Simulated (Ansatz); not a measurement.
SiC

**What was measured.** A cell as deposited of hexagonal SiC (space group P6_3mc), temperature not stated, from the Crystallography Open Database (1993, doi:10.1103/PhysRevB.48.4335), has a, c = 3.076, 5.048 Å and 10.34 Å³/atom.

The computed numbers are results of PBE, scalar-relativistic (no spin polarisation) in the plane-wave PAW code Ansatz at 420 eV, 12×12×8 k-mesh, Gaussian smearing of 0.05 eV. The datasets are Ansatz's generated set soft_2.

```yaml
crystal:
  lattice:
    - [3.09194, 0.00000, 0.00000]
    - [-1.54597, 2.67770, 0.00000]
    - [0.00000, 0.00000, 5.07431]
  atoms:
    - { symbol: Si, position: [0.33333, 0.66667, 0.00458] }
    - { symbol: Si, position: [0.66667, 0.33333, 0.50458] }
    - { symbol: C, position: [0.33333, 0.66667, 0.38042] }
    - { symbol: C, position: [0.66667, 0.33333, 0.88042] }
```

The chain of runs began from a cell as deposited in COD, expanded in volume.

The cell above was scaled in volume, and shape and atoms were relaxed at each volume within its symmetry. Energies are counted from the cell above.

| V (Å³/atom) | ΔE (meV/atom) | P from the stress (GPa) |
| --- | --- | --- |
| 10.083 | 11.96 | 9.44 |
| 10.293 | 2.88 | 4.49 |
| 10.503 | 0.00 | 0.00 |
| 10.713 | 2.70 | -4.06 |
| 10.923 | 10.47 | -7.74 |

Question: Do the energies and the pressures agree? Compare −ΔE/ΔV between neighbouring points (1 meV/Å³ = 0.1602 GPa) with the mean of their pressures.

Answer: 
```
interval (Å³/atom)  −ΔE/ΔV (GPa)  mean P (GPa)
    10.08 to 10.29           6.9           7.0
    10.29 to 10.50           2.2           2.2
    10.50 to 10.71          -2.1          -2.0
    10.71 to 10.92          -5.9          -5.9
```
They differ by 0.05 GPa at most.

Question: What do the two routes give for V0, B0 and B0′?

Answer: A third-order Birch–Murnaghan fit of the energies: V0 = 10.50 Å³/atom, B0 = 213 GPa, B0′ = 4.0. A polynomial of P in ln V, with B = −dP/d ln V at P = 0: V0 = 10.50 Å³/atom, B0 = 213 GPa, B0′ = 3.9.

B0·V0 = 213.3 GPa × 10.50 Å³ = 13.98 eV/atom sets the scale: near the minimum ΔE ≈ ½ B0 V0 x², with x = V/V0 − 1, and a pressure of 2.1 GPa squeezes the volume by about 1 %. At the ends of the curve: x = −4.0 % predicts 11.2 meV/atom and the run gives 12.0; x = +4.0 % predicts 11.2 meV/atom and the run gives 10.5. Compression costs more and expansion less than the parabola says, since the crystal stiffens as it shrinks; B0′ measures that.

**Comparison.** The computed cell (3.092, 5.074 Å, 10.50 Å³/atom) differs from the database's by +1.6 % in volume, about +0.5 % in length. PBE usually overestimates volumes by a few per cent.

